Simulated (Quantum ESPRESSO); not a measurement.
A run of Quantum ESPRESSO 7.5:

The input pw.in:

```
&CONTROL
  calculation = 'scf'
  prefix = 'pwscf'
  outdir = './tmp'
  pseudo_dir = './pseudo'
  tprnfor = .true.
  tstress = .true.
  disk_io = 'low'
/
&SYSTEM
  ibrav = 0
  nat = 1
  ntyp = 1
  ecutwfc = 40
  nbnd = 6
  occupations = 'smearing'
  smearing = 'mp'
  degauss = 0.01999163
/
&ELECTRONS
  conv_thr = 2d-10
  electron_maxstep = 120
  mixing_beta = 0.5
/
ATOMIC_SPECIES
Al    26.9815 Al.upf
CELL_PARAMETERS angstrom
   0.0000000000    2.0248050000    2.0248050000
   2.0248050000    0.0000000000    2.0248050000
   2.0248050000    2.0248050000    0.0000000000
ATOMIC_POSITIONS crystal
Al     0.0000000000    0.0000000000    0.0000000000
K_POINTS automatic
12 12 12 0 0 0
```

The input relax.in:

```
&CONTROL
  calculation = 'vc-relax'
  prefix = 'pwscf'
  outdir = './tmp'
  pseudo_dir = './pseudo'
  tprnfor = .true.
  tstress = .true.
  disk_io = 'low'
  nstep = 40
  forc_conv_thr = 0.0001
  etot_conv_thr = 1d-06
/
&SYSTEM
  ibrav = 0
  nat = 1
  ntyp = 1
  ecutwfc = 40
  nbnd = 6
  occupations = 'smearing'
  smearing = 'mp'
  degauss = 0.01999163
/
&ELECTRONS
  conv_thr = 2d-10
  electron_maxstep = 120
  mixing_beta = 0.5
/
&IONS
  ion_dynamics = 'bfgs'
/
&CELL
  cell_dynamics = 'bfgs'
  press = 0
  press_conv_thr = 0.2
/
ATOMIC_SPECIES
Al    26.9815 Al.upf
CELL_PARAMETERS angstrom
   0.0000000000    2.0248050000    2.0248050000
   2.0248050000    0.0000000000    2.0248050000
   2.0248050000    2.0248050000    0.0000000000
ATOMIC_POSITIONS crystal
Al     0.0000000000    0.0000000000    0.0000000000
K_POINTS automatic
12 12 12 0 0 0
```

Contents of scf2.in:

```
&CONTROL
  calculation = 'scf'
  prefix = 'pwscf'
  outdir = './tmp'
  pseudo_dir = './pseudo'
  tprnfor = .true.
  tstress = .true.
  disk_io = 'low'
/
&SYSTEM
  ibrav = 0
  nat = 1
  ntyp = 1
  ecutwfc = 40
  nbnd = 6
  occupations = 'smearing'
  smearing = 'mp'
  degauss = 0.01999163
/
&ELECTRONS
  conv_thr = 1d-13
  electron_maxstep = 120
  mixing_beta = 0.5
  startingpot = 'file'
  startingwfc = 'file'
/
ATOMIC_SPECIES
Al    26.9815 Al.upf
CELL_PARAMETERS angstrom
   0.0000000000    2.0196979462    2.0196979462
   2.0196979462    0.0000000000    2.0196979462
   2.0196979462    2.0196979462    0.0000000000
ATOMIC_POSITIONS crystal
Al     0.0000000000    0.0000000000    0.0000000000
K_POINTS automatic
12 12 12 0 0 0
```

Contents of dense.in:

```
&CONTROL
  calculation = 'scf'
  prefix = 'pwscf'
  outdir = './tmp'
  pseudo_dir = './pseudo'
  tprnfor = .true.
  tstress = .true.
  disk_io = 'low'
/
&SYSTEM
  ibrav = 0
  nat = 1
  ntyp = 1
  ecutwfc = 40
  nbnd = 6
  occupations = 'smearing'
  smearing = 'mp'
  degauss = 0.01999163
  la2F = .true.
/
&ELECTRONS
  conv_thr = 1d-12
  electron_maxstep = 120
  mixing_beta = 0.5
  startingpot = 'file'
/
ATOMIC_SPECIES
Al    26.9815 Al.upf
CELL_PARAMETERS angstrom
   0.0000000000    2.0196979462    2.0196979462
   2.0196979462    0.0000000000    2.0196979462
   2.0196979462    2.0196979462    0.0000000000
ATOMIC_POSITIONS crystal
Al     0.0000000000    0.0000000000    0.0000000000
K_POINTS automatic
36 36 36 0 0 0
```

scf3.in

```
&CONTROL
  calculation = 'scf'
  prefix = 'pwscf'
  outdir = './tmp'
  pseudo_dir = './pseudo'
  tprnfor = .true.
  tstress = .true.
  disk_io = 'low'
/
&SYSTEM
  ibrav = 0
  nat = 1
  ntyp = 1
  ecutwfc = 40
  nbnd = 6
  occupations = 'smearing'
  smearing = 'mp'
  degauss = 0.01999163
/
&ELECTRONS
  conv_thr = 1d-12
  electron_maxstep = 120
  mixing_beta = 0.5
  startingpot = 'file'
/
ATOMIC_SPECIES
Al    26.9815 Al.upf
CELL_PARAMETERS angstrom
   0.0000000000    2.0196979462    2.0196979462
   2.0196979462    0.0000000000    2.0196979462
   2.0196979462    2.0196979462    0.0000000000
ATOMIC_POSITIONS crystal
Al     0.0000000000    0.0000000000    0.0000000000
K_POINTS automatic
12 12 12 0 0 0
```

File ph.in:

```
phonon_bands of Al
&INPUTPH
  prefix = 'pwscf'
  outdir = './tmp'
  tr2_ph = 1d-18
  fildyn = 'dyn'
  niter_ph = 90
  alpha_mix(1) = 0.4
  ldisp = .true.
  nq1 = 4
  nq2 = 4
  nq3 = 4
  electron_phonon = 'interpolated'
  el_ph_sigma = 0.005
  el_ph_nsigma = 10
  fildvscf = 'dvscf'
/
```

File q2r.in:

```
&INPUT
  fildyn = 'dyn'
  zasr = 'crystal'
  flfrc = 'fc'
  la2F = .true.
/
```

File matdyn.in:

```
&INPUT
  asr = 'crystal'
  flfrc = 'fc'
  flfrq = 'freq'
  q_in_cryst_coord = .true.
  flvec = ' '
/
80
 0.0000000000  0.0000000000  0.0000000000
 0.0454545455  0.0000000000  0.0454545455
 0.0909090909  0.0000000000  0.0909090909
 0.1363636364  0.0000000000  0.1363636364
 0.1818181818  0.0000000000  0.1818181818
 0.2272727273  0.0000000000  0.2272727273
 0.2727272727  0.0000000000  0.2727272727
 0.3181818182  0.0000000000  0.3181818182
 0.3636363636  0.0000000000  0.3636363636
 0.4090909091  0.0000000000  0.4090909091
 0.4545454545  0.0000000000  0.4545454545
 0.5000000000  0.0000000000  0.5000000000
 0.5000000000  0.0500000000  0.5500000000
 0.5000000000  0.1000000000  0.6000000000
 0.5000000000  0.1500000000  0.6500000000
 0.5000000000  0.2000000000  0.7000000000
 0.5000000000  0.2500000000  0.7500000000
 0.4687500000  0.2812500000  0.7500000000
 0.4375000000  0.3125000000  0.7500000000
 0.4062500000  0.3437500000  0.7500000000
 0.3750000000  0.3750000000  0.7500000000
 0.3461538462  0.3461538462  0.6923076923
 0.3173076923  0.3173076923  0.6346153846
 0.2884615385  0.2884615385  0.5769230769
 0.2596153846  0.2596153846  0.5192307692
 0.2307692308  0.2307692308  0.4615384615
 0.2019230769  0.2019230769  0.4038461538
 0.1730769231  0.1730769231  0.3461538462
 0.1442307692  0.1442307692  0.2884615385
 0.1153846154  0.1153846154  0.2307692308
 0.0865384615  0.0865384615  0.1730769231
 0.0576923077  0.0576923077  0.1153846154
 0.0288461538  0.0288461538  0.0576923077
 0.0000000000  0.0000000000  0.0000000000
 0.0454545455  0.0454545455  0.0454545455
 0.0909090909  0.0909090909  0.0909090909
 0.1363636364  0.1363636364  0.1363636364
 0.1818181818  0.1818181818  0.1818181818
 0.2272727273  0.2272727273  0.2272727273
 0.2727272727  0.2727272727  0.2727272727
 0.3181818182  0.3181818182  0.3181818182
 0.3636363636  0.3636363636  0.3636363636
 0.4090909091  0.4090909091  0.4090909091
 0.4545454545  0.4545454545  0.4545454545
 0.5000000000  0.5000000000  0.5000000000
 0.5178571429  0.4642857143  0.5178571429
 0.5357142857  0.4285714286  0.5357142857
 0.5535714286  0.3928571429  0.5535714286
 0.5714285714  0.3571428571  0.5714285714
 0.5892857143  0.3214285714  0.5892857143
 0.6071428571  0.2857142857  0.6071428571
 0.6250000000  0.2500000000  0.6250000000
 0.5937500000  0.2500000000  0.6562500000
 0.5625000000  0.2500000000  0.6875000000
 0.5312500000  0.2500000000  0.7187500000
 0.5000000000  0.2500000000  0.7500000000
 0.5000000000  0.2750000000  0.7250000000
 0.5000000000  0.3000000000  0.7000000000
 0.5000000000  0.3250000000  0.6750000000
 0.5000000000  0.3500000000  0.6500000000
 0.5000000000  0.3750000000  0.6250000000
 0.5000000000  0.4000000000  0.6000000000
 0.5000000000  0.4250000000  0.5750000000
 0.5000000000  0.4500000000  0.5500000000
 0.5000000000  0.4750000000  0.5250000000
 0.5000000000  0.5000000000  0.5000000000
 0.4861111111  0.4861111111  0.5277777778
 0.4722222222  0.4722222222  0.5555555556
 0.4583333333  0.4583333333  0.5833333333
 0.4444444444  0.4444444444  0.6111111111
 0.4305555556  0.4305555556  0.6388888889
 0.4166666667  0.4166666667  0.6666666667
 0.4027777778  0.4027777778  0.6944444444
 0.3888888889  0.3888888889  0.7222222222
 0.3750000000  0.3750000000  0.7500000000
 0.6250000000  0.2500000000  0.6250000000
 0.5937500000  0.1875000000  0.5937500000
 0.5625000000  0.1250000000  0.5625000000
 0.5312500000  0.0625000000  0.5312500000
 0.5000000000  0.0000000000  0.5000000000
```

matdyn_dos.in

```
&INPUT
  asr = 'crystal'
  flfrc = 'fc'
  dos = .true.
  fldos = 'phdos'
  nk1 = 18
  nk2 = 18
  nk3 = 18
  deltaE = 1
  flvec = ' '
  flfrq = ' '
/
```

Contents of matdyn_a2f.in:

```
&INPUT
  asr = 'crystal'
  flfrc = 'fc'
  la2F = .true.
  dos = .true.
  fldos = 'dos2'
  nk1 = 14
  nk2 = 14
  nk3 = 14
  ndos = 60
  el_ph_nsigma = 10
  flfrq = 'dosfreq2'
  flvec = ' '
/
```

File matdyn_mesh.in:

```
&INPUT
  asr = 'crystal'
  flfrc = 'fc'
  flfrq = 'mesh'
  q_in_cryst_coord = .true.
  flvec = ' '
/
1000
 0.05000000  0.05000000  0.05000000
 0.05000000  0.05000000  0.15000000
 0.05000000  0.05000000  0.25000000
[... 997 further points of the even 10 x 10 x 10 mesh, shifted by half a step ...]
```

Potentials or basis: PseudoDojo 0.4 SR PBE stringent.

The run is started by

```bash
$ OMP_NUM_THREADS=1 pw.x -in pw.in > pw.out
$ OMP_NUM_THREADS=1 pw.x -in relax.in > relax.out
$ OMP_NUM_THREADS=1 pw.x -in scf2.in > scf2.out
$ OMP_NUM_THREADS=1 pw.x -in dense.in > dense.out
$ OMP_NUM_THREADS=1 pw.x -in scf3.in > scf3.out
$ OMP_NUM_THREADS=1 ph.x -in ph.in > ph.out
$ OMP_NUM_THREADS=1 q2r.x -in q2r.in > q2r.out
$ OMP_NUM_THREADS=1 matdyn.x -in matdyn.in > matdyn.out
$ OMP_NUM_THREADS=1 matdyn.x -in matdyn_dos.in > matdyn_dos.out
$ OMP_NUM_THREADS=1 matdyn.x -in matdyn_a2f.in > matdyn_a2f.out
$ OMP_NUM_THREADS=1 matdyn.x -in matdyn_mesh.in > matdyn_mesh.out
```

Hardware: 1 thread of Arm Neoverse V2 (shared host).

**Question.** Estimate the wall time of this run.

**Answer.** It took 9.2 min on 1 thread of Arm Neoverse V2, with other jobs on the host, peak memory 0.09 GiB. Counts: scf iterations 39, k pools 1, bands 6, ion steps 4, k points 72, g dense 3839.
